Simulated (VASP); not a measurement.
**Band edges against the vacuum: BP(110)**

Aim: ionisation energy and electron affinity of BP(110), from a slab and a bulk run lined up through core potentials.

Main program and level: VASP 6.6.1; PBEsol; plane waves and PAW (B, P).

## 1. Set-up

It takes space group F-43m (No. 216, cubic). The conventional cell has a = 4.540 Å, b = 4.540 Å, c = 4.540 Å, α = 90.00°, β = 90.00°, γ = 90.00°. B has 4 P at 1.97 Å nearest. Nearest to P lie 4 B at 1.97 Å. Farther neighbours are not listed.

Coordinates:

```xyz
2
Lattice="0.0000 2.2700 2.2700 2.2700 0.0000 2.2700 2.2700 2.2700 0.0000" Properties=species:S:1:pos:R:3 pbc="T T T"
B     0.0000    0.0000    0.0000
P     1.1350    1.1350    1.1350
```

## 2. Relaxing the bulk crystal

The later steps need the crystal at this functional's own lattice; a raised cutoff keeps the stress reliable while the cell changes.

INCAR

```
SYSTEM = BP
PREC = Accurate
ENCUT = 420
EDIFF = 1E-06
NELM = 120
ISMEAR = 0
SIGMA = 0.03
LREAL = .FALSE.
ALGO = Normal
GGA = PS
NBANDS = 10
LORBIT = 11
LWAVE = .FALSE.
LCHARG = .FALSE.
KPAR = 4
LASPH = .TRUE.
IBRION = 2
NSW = 40
ISIF = 3
EDIFFG = -0.02
POTIM = 0.4
```

POSCAR

```
BP
1.0
    0.0000000000      2.2700000000      2.2700000000
    2.2700000000      0.0000000000      2.2700000000
    2.2700000000      2.2700000000      0.0000000000
B P
1 1
Direct
    0.0000000000      0.0000000000      0.0000000000
    0.2500000000      0.2500000000      0.2500000000
```

KPOINTS

```
Automatic mesh
0
Gamma
7 7 7
0 0 0
```

Potentials, in the order of the species: B and P (PBE family, release 64).

Launch:

```
$ mpirun -np 4 vasp_std
```

What it wrote:

```text
[banner, memory and clock lines left out]
running    4 mpi-ranks, on    1 nodes
 distrk:  each k-point on    1 cores,    4 groups
 distr:  one band on    1 cores,    1 groups

 POSCAR found type information on POSCAR B P
 POSCAR found :  2 types and       2 ions
|                                                                             |
|               ----> ADVICE to this user running VASP <----                  |
|                                                                             |
|     You enforced a specific xc type in the INCAR file but a different       |
|     [... a line on the potential file left out ...]
|     I HOPE YOU KNOW WHAT YOU ARE DOING!                                     |
|                                                                             |

 LDA part: xc-table for (Slater+PW92), standard interpolation
 POSCAR, INCAR and KPOINTS ok, starting setup
 FFT: planning ... GRIDC
 FFT: planning ... GRID_SOFT
 FFT: planning ... GRID
 WAVECAR not read
 entering main loop
       N       E                     dE             d eps       ncg     rms          rms(c)
DAV:   1     0.519908645269E+01    0.51991E+01   -0.35946E+03   400   0.606E+02
DAV:   2    -0.139136131863E+02   -0.19113E+02   -0.17934E+02   562   0.993E+01
DAV:   3    -0.143715234766E+02   -0.45791E+00   -0.45723E+00   498   0.144E+01
DAV:   4    -0.143730644550E+02   -0.15410E-02   -0.15406E-02   478   0.909E-01
DAV:   5    -0.143730721407E+02   -0.76857E-05   -0.76854E-05   488   0.640E-02    0.701E+00
DAV:   6    -0.137734799132E+02    0.59959E+00   -0.13484E+00   452   0.528E+00    0.376E+00
DAV:   7    -0.136745560284E+02    0.98924E-01   -0.24430E-01   494   0.259E+00    0.121E+00
DAV:   8    -0.136650591083E+02    0.94969E-02   -0.27401E-02   476   0.949E-01    0.177E-01
DAV:   9    -0.136651847891E+02   -0.12568E-03   -0.65800E-04   454   0.187E-01    0.999E-02
DAV:  10    -0.136652480334E+02   -0.63244E-04   -0.12590E-04   474   0.705E-02    0.227E-02
DAV:  11    -0.136652517442E+02   -0.37107E-05   -0.44535E-06   540   0.140E-02    0.246E-02
DAV:  12    -0.136652520974E+02   -0.35318E-06   -0.18663E-06   292   0.673E-03
   1 F= -.13665252E+02 E0= -.13665252E+02  d E =-.136653E+02
 curvature:   0.00 expect dE= 0.000E+00 dE for cont linesearch  0.000E+00
 trial: gam= 0.00000 g(F)=  0.325E-47 g(S)=  0.485E-02 ort = 0.000E+00 (trialstep = 0.100E+01)
 search vector abs. value=  0.485E-02
 bond charge predicted
       N       E                     dE             d eps       ncg     rms          rms(c)
DAV:   1    -0.136693288936E+02   -0.40771E-02   -0.80285E-02   446   0.182E+00    0.349E-01
DAV:   2    -0.136672998413E+02    0.20291E-02   -0.41444E-03   448   0.341E-01    0.192E-01
DAV:   3    -0.136667544434E+02    0.54540E-03   -0.11994E-03   444   0.166E-01    0.489E-02
DAV:   4    -0.136667201363E+02    0.34307E-04   -0.43442E-05   472   0.403E-02    0.397E-02
DAV:   5    -0.136667150446E+02    0.50917E-05   -0.10611E-05   474   0.193E-02    0.193E-02
DAV:   6    -0.136667155513E+02   -0.50678E-06   -0.28335E-07   212   0.371E-03
   2 F= -.13666716E+02 E0= -.13666716E+02  d E =-.146345E-02
 trial-energy change:   -0.001463  1 .order   -0.001435   -0.004852    0.001981
 step:   0.7151(harm=  0.7100)  dis= 0.00000  next Energy=   -13.666997 (dE=-0.175E-02)
 bond charge predicted
       N       E                     dE             d eps       ncg     rms          rms(c)
DAV:   1    -0.136672133668E+02   -0.49832E-03   -0.64898E-03   446   0.517E-01    0.985E-02
DAV:   2    -0.136670485643E+02    0.16480E-03   -0.33864E-04   448   0.972E-02    0.541E-02
DAV:   3    -0.136670028271E+02    0.45737E-04   -0.96480E-05   448   0.472E-02    0.135E-02
DAV:   4    -0.136669988708E+02    0.39564E-05   -0.36242E-06   456   0.116E-02    0.110E-02
DAV:   5    -0.136669976050E+02    0.12657E-05   -0.80092E-07   238   0.541E-03    0.485E-03
DAV:   6    -0.136669974202E+02    0.18484E-06   -0.50787E-08   200   0.180E-03
   3 F= -.13666997E+02 E0= -.13666997E+02  d E =-.174532E-02
 curvature:  -0.35 expect dE=-0.873E-08 dE for cont linesearch -0.873E-08
 trial: gam= 0.00000 g(F)=  0.904E-49 g(S)=  0.246E-07 ort =-0.109E-04 (trialstep = 0.943E+00)
 search vector abs. value=  0.247E-07
 reached required accuracy - stopping structural energy minimisation
```

Wall time 5.6 s (4 MPI ranks of AMD EPYC 7R43, shared host); peak memory 0.41 GiB; 20 s of CPU time.

Lines that name or quote the potential files are left out of all logs, and their timing lines are given in words.

OUTCAR, selected parts (step 2):

```text
ion  position               nearest neighbor table
   1  0.000  0.000  0.000-   2 1.97   2 1.97   2 1.97   2 1.97
   2  0.250  0.250  0.250-   1 1.97   1 1.97   1 1.97   1 1.97

  LATTYP: Found a face centered cubic cell.
 ALAT       =     4.5400000000

 Subroutine GETGRP returns: Found 24 space group operations
 (whereof 24 operations were pure point group operations)

The static configuration has the point symmetry T_d .

 Found     20 irreducible k-points:

   k-points           NKPTS =     20   k-points in BZ     NKDIM =     20   number of bands    NBANDS=     10

   dimension x,y,z NGX =    24 NGY =   24 NGZ =   24
   dimension x,y,z NGXF=    48 NGYF=   48 NGZF=   48

   ENCUT  =  420.0 eV  30.87 Ry    5.56 a.u.   5.36  5.36  5.36*2*pi/ulx,y,z

   NELECT =       8.0000    total number of electrons

 k-points in reciprocal lattice and weights: Automatic mesh
   0.00000000  0.00000000  0.00000000       0.003
   0.14285714  0.00000000  0.00000000       0.023
   0.28571429  0.00000000  0.00000000       0.023
   0.42857143  0.00000000  0.00000000       0.023
   0.14285714  0.14285714  0.00000000       0.017
   0.28571429  0.14285714  0.00000000       0.070
   0.42857143  0.14285714  0.00000000       0.070
  -0.42857143  0.14285714  0.00000000       0.070
  -0.28571429  0.14285714  0.00000000       0.070
[...]
-0.42857143  0.42857143  0.14285714       0.070
  -0.28571429  0.42857143  0.14285714       0.070

 average (electrostatic) potential at core
       1 -24.7196       2 -81.0461

 E-fermi :   7.6840

 k-point     1 :       0.0000    0.0000    0.0000
  band No.  band energies     occupation
      1      -8.0598      2.00000
      2       7.5352      2.00000
      3       7.5352      2.00000
      4       7.5352      2.00000
      5      10.9066      0.00000
      6      10.9066      0.00000
      7      10.9066      0.00000
      8      15.0401      0.00000
      9      18.8499      0.00000
    ...

 k-point     2 :       0.1429    0.0000    0.0000
  band No.  band energies     occupation
      1      -7.6888      2.00000
      2       5.2328      2.00000
      3       6.9958      2.00000
      4       6.9958      2.00000
      5      11.5049      0.00000
      6      11.6464      0.00000
      7      11.6464      0.00000
      8      16.0027      0.00000
      9      18.5838      0.00000
    ...

 k-point     3 :       0.2857    0.0000    0.0000
  band No.  band energies     occupation
      1      -6.6094      2.00000
      2       1.7796      2.00000
      3       6.2327      2.00000
      4       6.2327      2.00000
      5      11.4989      0.00000
      6      12.3507      0.00000
      7      12.3507      0.00000
      8      17.3948      0.00000
      9      18.7590      0.00000
    ...

  Total        0.0006519      0.0006519      0.0006519     -0.0000000      0.0000000     -0.0000000
  in kB        0.0451830      0.0451830      0.0451830     -0.0000000      0.0000000     -0.0000000
  external PRESSURE =       0.0451830 kB  Pullay stress =       0.0000000 kB

  energy-cutoff  :      420.00
  volume of cell :       23.11
      direct lattice vectors                 reciprocal lattice vectors
     0.000000000  2.260931733  2.260931733    -0.221147765  0.221147765  0.221147765
     2.260931733  0.000000000  2.260931733     0.221147765 -0.221147765  0.221147765
     2.260931733  2.260931733  0.000000000     0.221147765  0.221147765 -0.221147765

 POSITION                                       TOTAL-FORCE (eV/Angst)
 -----------------------------------------------------------------------------------
      0.00000      0.00000      0.00000        -0.000000     -0.000000      0.000000
      1.13047      1.13047      1.13047         0.000000      0.000000     -0.000000
 -----------------------------------------------------------------------------------
    total drift:                                0.000000      0.000000      0.000000

  FREE ENERGIE OF THE ION-ELECTRON SYSTEM (eV)
  ---------------------------------------------------
  free  energy   TOTEN  =       -13.6669974202 eV

  energy  without entropy=      -13.6669974202  energy(sigma->0) =      -13.66699742

 reached required accuracy - stopping structural energy minimisation

 total charge
# of ion       s       p       d       tot
------------------------------------------
    1        0.665   1.282   0.000   1.947
    2        0.989   1.577   0.000   2.566
--------------------------------------------------
tot          1.654   2.859   0.000   4.514

[... 3 further parts left out ...]
```

CONTCAR:

```
BP
   1.00000000000000
     0.0000000000000000    2.2609317328521032    2.2609317328521032
     2.2609317328521032    0.0000000000000000    2.2609317328521032
     2.2609317328521032    2.2609317328521032    0.0000000000000000
  B               P
     1     1
Direct
     0.0000000000000000    0.0000000000000000    0.0000000000000000
     0.2500000000000000    0.2500000000000000    0.2500000000000000
```

The PAW data sets were made with PBE, which is usual practice but a small mismatch for other functionals. The run keeps the 24 symmetry operations of its start, so it cannot find a distortion of lower symmetry.

Step by step:

```csv
step,energy less that of the first step (eV),largest force (eV/Å),pressure (GPa),volume (Å³)
1,0.0000,0.0000,-1.98,23.39
2,-0.0015,0.0000,0.82,23.00
3,-0.0017,0.0000,0.00,23.11
```

```csv
"conventional cell, symmetrised",before,after,change
a (Å),4.540,4.522,-0.4 %
b (Å),4.540,4.522,-0.4 %
c (Å),4.540,4.522,-0.4 %
volume (Å³/atom),11.70,11.56,-1.2 %
```

Final coordinates:

```
B P
1.0
     0.00000    2.26093    2.26093
     2.26093    0.00000    2.26093
     2.26093    2.26093    0.00000
B P
1 1
Direct
  0.00000 0.00000 0.00000
  0.25000 0.25000 0.25000
```

This step gave:

```
electronic steps    : 24
electrons           : 8
free energy (TOTEN) : -13.67 eV
Fermi energy        : 7.684 eV
```

The run ended after 3 ionic steps, 0.002 eV below its first step, once forces and stress met EDIFFG = -0.02.

## 3. Band edges of the bulk

A static bulk run at the slab's cutoff gives the band edges and the core potentials that tie them to the slab.

INCAR

```
SYSTEM = BP
PREC = Normal
ENCUT = 360
EDIFF = 1E-06
NELM = 120
ISMEAR = 0
SIGMA = 0.03
LREAL = .FALSE.
ALGO = Normal
GGA = PS
NBANDS = 10
LORBIT = 11
LWAVE = .FALSE.
LCHARG = .FALSE.
KPAR = 4
LASPH = .TRUE.
```

POSCAR

```
BP
1.0
    0.0000000000      2.2609317329      2.2609317329
    2.2609317329      0.0000000000      2.2609317329
    2.2609317329      2.2609317329      0.0000000000
B P
1 1
Direct
    0.0000000000      0.0000000000      0.0000000000
    0.2500000000      0.2500000000      0.2500000000
```

KPOINTS

```
Automatic mesh
0
Gamma
17 17 17
0 0 0
```

Launch:

```
$ mpirun -np 4 vasp_std
```

What it wrote:

```text
[banner, memory and clock lines left out]
running    4 mpi-ranks, on    1 nodes
 distrk:  each k-point on    1 cores,    4 groups
 distr:  one band on    1 cores,    1 groups

 POSCAR found type information on POSCAR B P
 POSCAR found :  2 types and       2 ions
 [... a notice as in an earlier step ...]

 LDA part: xc-table for (Slater+PW92), standard interpolation
 POSCAR, INCAR and KPOINTS ok, starting setup
 FFT: planning ... GRIDC
 FFT: planning ... GRID_SOFT
 FFT: planning ... GRID
 WAVECAR not read
 entering main loop
       N       E                     dE             d eps       ncg     rms          rms(c)
DAV:   1     0.304879473166E+01    0.30488E+01   -0.33148E+03  3342   0.543E+02
DAV:   2    -0.140140170712E+02   -0.17063E+02   -0.16375E+02  4608   0.922E+01
DAV:   3    -0.144008799569E+02   -0.38686E+00   -0.38622E+00  4050   0.128E+01
DAV:   4    -0.144023300783E+02   -0.14501E-02   -0.14499E-02  3990   0.910E-01
DAV:   5    -0.144023367338E+02   -0.66555E-05   -0.66554E-05  3994   0.569E-02    0.713E+00
DAV:   6    -0.137835682329E+02    0.61877E+00   -0.13730E+00  3630   0.533E+00    0.383E+00
DAV:   7    -0.136814772441E+02    0.10209E+00   -0.25378E-01  4216   0.263E+00    0.122E+00
DAV:   8    -0.136719414423E+02    0.95358E-02   -0.27465E-02  3918   0.938E-01    0.182E-01
DAV:   9    -0.136720686838E+02   -0.12724E-03   -0.64474E-04  3772   0.186E-01    0.104E-01
DAV:  10    -0.136721287230E+02   -0.60039E-04   -0.12298E-04  3832   0.688E-02    0.229E-02
DAV:  11    -0.136721323797E+02   -0.36567E-05   -0.42823E-06  4322   0.138E-02    0.251E-02
DAV:  12    -0.136721327272E+02   -0.34745E-06   -0.17666E-06  2222   0.658E-03
   1 F= -.13672133E+02 E0= -.13672133E+02  d E =-.575167E-12
```

Elapsed: 6.8 s, on 4 MPI ranks; peak memory 0.39 GiB; 25 s of CPU time.

Parts of OUTCAR (step 3):

```text
  LATTYP: Found a face centered cubic cell.
 ALAT       =     4.5218634658

The static configuration has the point symmetry T_d .

 Found    165 irreducible k-points:

   k-points           NKPTS =    165   k-points in BZ     NKDIM =    165   number of bands    NBANDS=     10

   dimension x,y,z NGX =    16 NGY =   16 NGZ =   16
   dimension x,y,z NGXF=    32 NGYF=   32 NGZF=   32

   ENCUT  =  360.0 eV  26.46 Ry    5.14 a.u.   4.95  4.95  4.95*2*pi/ulx,y,z

   NELECT =       8.0000    total number of electrons

 E-fermi :   7.6558

 k-point     1 :       0.0000    0.0000    0.0000
  band No.  band energies     occupation
      1      -8.0614      2.00000
      2       7.5331      2.00000
      3       7.5331      2.00000
      4       7.5332      2.00000
      5      10.9059      0.00000
      6      10.9059      0.00000
      7      10.9059      0.00000
      8      15.0376      0.00000
      9      18.8490      0.00000
    ...

 k-point     2 :       0.0588    0.0000    0.0000
  band No.  band energies     occupation
      1      -7.9982      2.00000
      2       7.0038      2.00000
      3       7.4180      2.00000
      4       7.4180      2.00000
      5      11.0643      0.00000
      6      11.0643      0.00000
      7      11.1252      0.00000
      8      15.2194      0.00000
      9      19.0633      0.00000
    ...

  Total       -0.0321185     -0.0321185     -0.0321185      0.0000000      0.0000000     -0.0000000
  in kB       -2.2262464     -2.2262464     -2.2262464      0.0000000      0.0000000     -0.0000000
  external PRESSURE =      -2.2262464 kB  Pullay stress =       0.0000000 kB

  energy-cutoff  :      360.00
  volume of cell :       23.11
      direct lattice vectors                 reciprocal lattice vectors
     0.000000000  2.260931733  2.260931733    -0.221147765  0.221147765  0.221147765
     2.260931733  0.000000000  2.260931733     0.221147765 -0.221147765  0.221147765
     2.260931733  2.260931733  0.000000000     0.221147765  0.221147765 -0.221147765

 POSITION                                       TOTAL-FORCE (eV/Angst)
 -----------------------------------------------------------------------------------
      0.00000      0.00000      0.00000        -0.000000      0.000000      0.000000
      1.13047      1.13047      1.13047         0.000000     -0.000000     -0.000000
 -----------------------------------------------------------------------------------
    total drift:                                0.000001      0.000001      0.000001

  FREE ENERGIE OF THE ION-ELECTRON SYSTEM (eV)
  ---------------------------------------------------
  free  energy   TOTEN  =       -13.6721327272 eV

  energy  without entropy=      -13.6721327272  energy(sigma->0) =      -13.67213273

 total charge
# of ion       s       p       d       tot
------------------------------------------
    1        0.667   1.283   0.000   1.950
    2        0.990   1.576   0.000   2.566
--------------------------------------------------
tot          1.657   2.859   0.000   4.516

[... 1 part as in an earlier step ...]

[... 7 further parts left out ...]
```

The gap is read on the k-mesh alone, so it is an upper bound where the band edges lie off the mesh.

Numbers from this step:

```yaml
electronic_steps: 12
fermi_energy: 7.656 eV
metallic: no
gap_on_the_k_mesh: 1.112 eV
least_direct_gap_on_the_k_mesh: 3.373 eV
```

[end of part 1 of 3]

[Lines on the potential files, build, host, timing and source positions are cut from VASP's logs without a mark.]

[Logs are printed without paths, hosts, clocks, repeated set-up lines and the standing remarks that a program may print on its own settings, such as how far it seeks lower states.]

[Hosts, paths, dates, database ids (printed as entryN), source tags and the programs' standing remarks are cut or masked in the printed files.]

[Runs that stopped without an error message from VASP are left out.]
